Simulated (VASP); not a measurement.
# PbSe in VASP: a series of runs, part 2 of 2

VASP 6.6.1.

## 3. Single point, PBEsol

Contents of INCAR:

```
SYSTEM = PbSe
  ADDGRID = .False.
  ALGO = Normal
  EDIFF = 1E-6
  ENCUT = 460
  GGA = PS
  ISIF = 2
  ISMEAR = 0
  LASPH = .True.
  LCHARG = .False.
  LREAL = .False.
  LWAVE = .False.
  NELM = 100
  PREC = Accurate
  SIGMA = 0.05
```

Contents of KPOINTS:

```
k-points
0
Gamma
  7 7 7
  0 0 0
```

Contents of POSCAR:

```
PbSe
1.0
    3.7843220000      0.0000000000      0.0000000000
    0.0000000000      3.7843220000      0.0000000000
    0.0000000000      0.0000000000      3.7843220000
Pb Se
1 1
Direct
    0.0499830000      0.0304240000      0.0268320000
    0.4857650000      0.4915870000      0.4882140000
```

Potentials or basis: VASP PAW PBE potentials, release 64 (Pb_d, Se).

Launch:

```console
$ cat potpaw_PBE.64/Pb_d/POTCAR potpaw_PBE.64/Se/POTCAR > POTCAR
$ mpirun -np 1 vasp_std > vasp.out
```

OUTCAR:

```text
SYSTEM = PbSe
   EDIFF = 1E-6
   ENCUT = 460
   GGA = PS
   ISIF = 2
   ISMEAR = 0
   LASPH = .True.
   LREAL = .False.
   NELM = 100
   PREC = Accurate

 Found    172 irreducible k-points:

 Following reciprocal coordinates:
            Coordinates               Weight
  0.000000  0.000000  0.000000      1.000000
  0.142857  0.000000  0.000000      2.000000
  0.000000  0.142857  0.000000      2.000000
  0.000000  0.000000  0.142857      2.000000
  0.285714  0.000000  0.000000      2.000000
  0.000000  0.285714  0.000000      2.000000
   k-points           NKPTS =    172   k-points in BZ     NKDIM =    172   number of bands    NBANDS=     14
   number of dos      NEDOS =    301   number of ions     NIONS =      2
   total plane-waves  NPLWV =  21952
   dimension x,y,z NGX =    28 NGY =   28 NGZ =   28
   dimension x,y,z NGXF=    56 NGYF=   56 NGZF=   56
   ions per type =               1   1
   NGX,Y,Z   is equivalent  to a cutoff of  12.30, 12.30, 12.30 a.u.
   NGXF,Y,Z  is equivalent  to a cutoff of  24.60, 24.60, 24.60 a.u.
 SYSTEM =  PbSe
   PREC   = accura    normal or accurate (medium, high low for compatibility)
   ISTART =      0    job   : 0-new  1-cont  2-samecut
   ICHARG =      2    charge: 1-file 2-atom 10-const
   ISPIN  =      1    spin polarized calculation?
   LNONCOLLINEAR =      F non collinear calculations
   LSORBIT =      F    spin-orbit coupling
   LASPH  =      T    aspherical Exc in radial PAW
   ENCUT  =  460.0 eV  33.81 Ry    5.81 a.u.   6.62  6.62  6.62*2*pi/ulx,y,z
   NELM   =    100;   NELMIN=  2; NELMDL= -5     # of ELM steps
   EDIFF  = 0.1E-05   stopping-criterion for ELM
   LREAL  =      F    real-space projection
   EDIFFG = 0.1E-04   stopping-criterion for IOM
   NSW    =      0    number of steps for IOM
   IBRION =     -1    ionic relax: 0-MD 1-quasi-New 2-CG
   NFREE  =      0    steps in history (QN), initial steepest desc. (CG)
   ISIF   =      2    stress and relaxation
   ISYM   =      2    0-nonsym 1-usesym 2-fastsym
   POTIM  = 0.5000    time-step for ionic-motion
   TEBEG  =    0.0;   TEEND  =   0.0 temperature during run
   PSTRESS=    0.0 pullay stress
   NELECT =      20.0000    total number of electrons
   NUPDOWN=      -1.0000    fix difference up-down
   EMIN   =  10.00;   EMAX   =-10.00  energy-range for DOS
   EFERMI =   0.00;   METHOD = LEGACY
   ISMEAR =     0;   SIGMA  =   0.05  broadening in eV -4-tet -1-fermi 0-gaus
   EFERMI_NEDOS =   21; number of points for ismear=-14 and -15
   IALGO  =     38    algorithm
   IMIX   =      4    mixing-type and parameters
     AMIX     =   0.40;   BMIX     =  1.00
     AMIX_MAG =   1.60;   BMIX_MAG =  1.00
  volume/ion in A,a.u.               =      27.10       182.87
  Fermi-wavevector in a.u.,A,eV,Ry     =   1.174258  2.219025 18.760817  1.378881
  Thomas-Fermi vector in A             =   2.310658
   LORBIT       =      0    0 simple, 1 ext, 2 COOP (PROOUT), +10 PAW based schemes
   GGA     = PS    functional components
   LHFCALC =     F    Hartree Fock is set to
   AEXX    =    0.0000 exact exchange contribution
   IVDW    =     0    specifies the selected vdW correction
   LEPSILON=     F    determine dielectric tensor
   LRPA    =     F    only Hartree local field effects (RPA)
 non-spin polarized calculation
 Gauss-broadening in eV      SIGMA  =   0.05
  energy-cutoff  :      460.00
  volume of cell :       54.20
 maximum number of plane-waves:      1235
   NGX = 13   NGY = 13   NGZ = 13

 number of electron      19.9999999 magnetization

 Free energy of the ion-electron system (eV)
  ---------------------------------------------------
  ext. energy  EPLUGINS =         0.00000000
  ---------------------------------------------------
  free energy    TOTEN  =        -8.50893468 eV

  energy without entropy =       -8.50734002  energy(sigma->0) =       -8.50813735

 E-fermi :   5.1377     XC(G=0): -10.0948

 val. band max:        5.1282417736   @ k =   0.0000   0.4286   0.4286
 cond. band min:       5.1523413161   @ k =  -0.1429  -0.1429   0.1429
 fundamental gap:      0.0240995425
 Fermi energy:         5.1377393360

 k-point     1 :       0.0000    0.0000    0.0000
  band No.  band energies     occupation
      1     -11.6177      2.00000
      2     -11.6141      2.00000
      3     -11.4699      2.00000
      4     -11.4681      2.00000
      5     -11.4621      2.00000
      6      -8.1219      2.00000
      7      -1.8043      2.00000
      8       3.6032      2.00000
      9       3.6743      2.00000
     10       3.7685      2.00000
     11       9.4243      0.00000
     12       9.7568      0.00000
     13      11.4473      0.00000
     14      11.7723      0.00000

 k-point     2 :       0.1429    0.0000    0.0000
  band No.  band energies     occupation
      1     -11.6164      2.00000
      2     -11.5923      2.00000
      3     -11.4762      2.00000
      4     -11.4745      2.00000
      5     -11.4655      2.00000
      6      -7.9760      2.00000
      7      -2.0978      2.00000
      8       3.5921      2.00000
      9       3.8163      2.00000
     10       3.8368      2.00000
     11       9.2183      0.00000
     12       9.8021      0.00000
     13      10.8965      0.00000
     14      11.4138      0.00000

 k-point     3 :       0.0000    0.1429    0.0000
  band No.  band energies     occupation
      1     -11.6138      2.00000
      2     -11.5944      2.00000
      3     -11.4778      2.00000
      4     -11.4749      2.00000
      5     -11.4641      2.00000
      6      -7.9713      2.00000
      7      -2.1174      2.00000
      8       3.5311      2.00000
      9       3.8195      2.00000
     10       3.9290      2.00000
     11       9.3902      0.00000
     12       9.5735      0.00000
     13      10.8440      0.00000
     14      11.6173      0.00000

 k-point     4 :       0.0000    0.0000    0.1429
  band No.  band energies     occupation
      1     -11.6138      2.00000
      2     -11.5944      2.00000
      3     -11.4778      2.00000
      4     -11.4749      2.00000
      5     -11.4641      2.00000
      6      -7.9713      2.00000
      7      -2.1176      2.00000
      8       3.5307      2.00000
      9       3.8200      2.00000
     10       3.9291      2.00000
     11       9.3916      0.00000
     12       9.5720      0.00000
     13      10.8436      0.00000
     14      11.6188      0.00000

 k-point     5 :       0.2857    0.0000    0.0000
  band No.  band energies     occupation
      1     -11.6134      2.00000
      2     -11.5441      2.00000
      3     -11.4941      2.00000
      4     -11.4923      2.00000
      5     -11.4648      2.00000
      6      -7.5883      2.00000
      7      -2.8423      2.00000
      8       3.6819      2.00000
      9       4.2490      2.00000
     10       4.2630      2.00000
     11       7.6094      0.00000
     12       9.5362      0.00000
     13       9.8401      0.00000
     14      11.0745      0.00000

 k-point     6 :       0.0000    0.2857    0.0000
  band No.  band energies     occupation
      1     -11.6106      2.00000
      2     -11.5453      2.00000
      3     -11.4961      2.00000
      4     -11.4947      2.00000
      5     -11.4628      2.00000
      6      -7.5680      2.00000
      7      -2.9045      2.00000
      8       3.6605      2.00000
      9       4.2762      2.00000
     10       4.3559      2.00000
     11       7.6806      0.00000
     12       9.3600      0.00000
     13       9.7954      0.00000
     14      11.2296      0.00000

 [... further k-points ...]

------------------------ aborting loop because EDIFF is reached ----------------------------------------

  FORCE on cell =-STRESS in cart. coord.  units (eV):
  Direction    XX          YY          ZZ          XY          YZ          ZX
  --------------------------------------------------------------------------------------
  -------------------------------------------------------------------------------------
  Total       -0.6493731     -0.5957144     -0.5949910      0.1375892      0.1281827      0.1372219
  in kB      -19.1973209    -17.6110171    -17.5896303      4.0675290      3.7894465      4.0566720
  external PRESSURE =     -18.1326561 kB  Pullay stress =       0.0000000 kB

 VOLUME and BASIS-vectors are now :
 -----------------------------------------------------------------------------
  energy-cutoff  :      460.00
  volume of cell :       54.20
      direct lattice vectors                 reciprocal lattice vectors
     3.784322000  0.000000000  0.000000000     0.264248127  0.000000000  0.000000000
     0.000000000  3.784322000  0.000000000     0.000000000  0.264248127  0.000000000
     0.000000000  0.000000000  3.784322000     0.000000000  0.000000000  0.264248127

 POSITION                                       TOTAL-FORCE (eV/Angst)
 -----------------------------------------------------------------------------------
      0.18915      0.11513      0.10154         0.166422      0.061265      0.060494
      1.83829      1.86032      1.84756        -0.166422     -0.061265     -0.060494
 -----------------------------------------------------------------------------------
    total drift:                               -0.000505     -0.000389     -0.000373

  FREE ENERGIE OF THE ION-ELECTRON SYSTEM (eV)
  ---------------------------------------------------
  free  energy   TOTEN  =        -8.5089346821 eV

  energy  without entropy=       -8.5073400243  energy(sigma->0) =       -8.50813735
```

stdout:

```text
POSCAR found type information on POSCAR PbSe
 POSCAR found :  2 types and       2 ions
 scaLAPACK will be used
 -----------------------------------------------------------------------------
|                                                                             |
|                                                                             |
|     You enforced a specific xc type in the INCAR file but a different       |
|     I HOPE YOU KNOW WHAT YOU ARE DOING!                                     |
|                                                                             |
 -----------------------------------------------------------------------------

 LDA part: xc-table for (Slater+PW92), standard interpolation
 POSCAR, INCAR and KPOINTS ok, starting setup
 FFT: planning ... GRIDC
 FFT: planning ... GRID_SOFT
 FFT: planning ... GRID
 WAVECAR not read
 entering main loop
```

Run time: 61 s. Hardware: 1 thread of Intel Xeon Platinum 8488C (Sapphire Rapids), shared host; peak memory 0.24 GiB.

These settings aren't checked as converged: the numbers below hold their error.

What came out:

```
Free energy            : -8.5089 eV
Pressure               : -1.8 GPa
Largest force          : 0.187 eV/Å
Band gap on the k mesh : none (metal or under the smearing width)
```

Caveat: the PAW data sets were made with another functional, which shifts forces and pressure a little.

## 4. The reference run

An earlier run on the cell as given: functional PBE; potentials or basis VASP PAW PBE potentials, release 64 (Pb_d, Se); cutoff 520 eV; k mesh 7 × 7 × 7; occupations fermi-dirac, width 0.05 eV; no spin polarisation.

- Pressure: -0.2 GPa
- Band gap on the k mesh: none (metal or under the smearing width)
